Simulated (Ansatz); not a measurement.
Born–Oppenheimer molecular dynamics of a periodic cell of 36 atoms, VSi$_{2}$ (start crystal VSi2, start structure P6_222, volume 1.05 times the crystal's). It starts from an unrelaxed structure (largest force component 0.24 eV/Å).

The calculation used Ansatz, DFT LDA, scalar-relativistic, plane waves, PAW. Settings: cutoff 420 eV, k mesh 2x2x1, fermi-dirac smearing 0.17 eV, no spin polarisation.

```
ensemble             : NVT, Langevin thermostat
time step            : 3 fs
steps asked          : 470
set temperature      : 300 K
friction             : 0.02 /fs
temperature schedule : 470 steps to 2000 K
seed                 : 173212
```

First frame:

```xyz
36
Lattice="-2.3046 3.9916 6.4225 4.6092 0.0000 6.4225 4.6092 7.9833 0.0000" Properties=species:S:1:pos:R:3
V 3.457 1.996 7.493
V 1.152 1.996 5.352
V 2.305 0.000 3.211
Si 2.305 2.694 3.211
Si -1.181 3.343 5.352
Si 1.181 3.343 1.070
Si 4.609 9.280 3.211
Si 3.486 0.649 5.352
Si 1.123 0.649 1.070
V 5.761 5.987 7.493
V 3.457 5.987 5.352
V 4.609 3.992 3.211
Si 4.609 6.686 3.211
Si 1.123 7.335 5.352
Si 3.486 7.335 1.070
Si 2.305 5.289 3.211
Si 5.790 4.640 5.352
Si 3.428 4.640 1.070
V 1.152 5.987 7.493
V 3.457 5.987 11.775
V 0.000 3.992 3.211
Si 4.609 6.686 9.634
Si 3.428 3.343 5.352
Si 3.486 7.335 7.493
Si 2.305 5.289 9.634
Si 1.181 4.640 5.352
Si 3.428 4.640 7.493
V 3.457 9.979 7.493
V 5.761 9.979 11.775
V 2.305 7.983 3.211
Si 2.305 2.694 9.634
Si 5.733 7.335 5.352
Si 1.181 3.343 7.493
Si 4.609 9.280 9.634
Si 3.486 8.632 5.352
Si 5.733 8.632 7.493
```

Q: What does the run give?

A: The run went to its last step.

| Property | Result |
| --- | --- |
| steps done | 470 |
| time covered | 1410 fs |
| mean temperature over the second half | 1412 K |
| spread of the potential energy over the second half | 31.5 meV per atom |
| mean potential energy of the second half above the start | 181.0 meV per atom |

The schedule's set-point averaged 1575 K over the second half and the system 1412 K. A run of 1.4 ps of so small a system gives no equilibrium averages. Limits of this set-up: coarse k mesh, magnetic elements without spin.

Q: What happens to the structure?

A: Mean squared displacements from the first frame to the last, about the centre of mass: V 0.05 Å², Si 0.08 Å². This is one draw of velocities; another would differ in detail.

Q: How do temperature and energy run in time?

A: 
```
time (fs)  T (K)  potential energy less start (eV)
      0.0    292                             0.000
    117.0    320                             2.040
    234.0    540                             2.396
    351.0    478                             3.214
    468.0    754                             3.406
    585.0    982                             3.703
    702.0   1048                             4.544
    819.0   1068                             5.958
    936.0   1240                             5.523
   1053.0   1433                             8.187
   1170.0   1481                             5.950
   1287.0   1787                             7.587
   1404.0   1554                             9.712
```

Run time: 45 min on 2 threads of Intel(R) Xeon(R) Platinum 8488C (Sapphire Rapids) (shared host), peak memory 1.5 GiB.
